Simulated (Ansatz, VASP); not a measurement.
One calculation of CdTe, two programs

```
CELL_PARAMETERS angstrom
5.03651 0.00000 0.00000
-2.51825 4.36174 0.00000
0.00000 0.00000 6.74992
ATOMIC_POSITIONS crystal
Cd 0.33333 0.66667 0.25000
Cd 0.66667 0.33333 0.75000
Te 0.66667 0.33333 0.25000
Te 0.33333 0.66667 0.75000
```

Alike in both runs: task single point; functional PBE; k mesh 6 × 6 × 4; occupations fermi-dirac, width 0.02 eV; no spin polarisation.

```csv
,VASP,Ansatz
version,VASP 6.6.1,Ansatz 0.2.0
potentials or method,"VASP PAW PBE potentials, release 64 (Cd, Te)","plane waves, PAW"
plane-wave cutoff (eV),520,420
valence electrons in the cell,36,72
```

Ansatz gave:

| Quantity | Value |
| --- | --- |
| pressure (GPa) | -1.8 |
| largest component of the traceless stress (GPa) | 0.53 |

Problem. What did VASP give for the same quantities?

Solution. Pressure (GPa): -1.7; largest component of the traceless stress (GPa): 0.50.

The two sets of potentials don't hold the same shells in valence.

The runs have no spin-orbit coupling, so splittings on Te are missing.
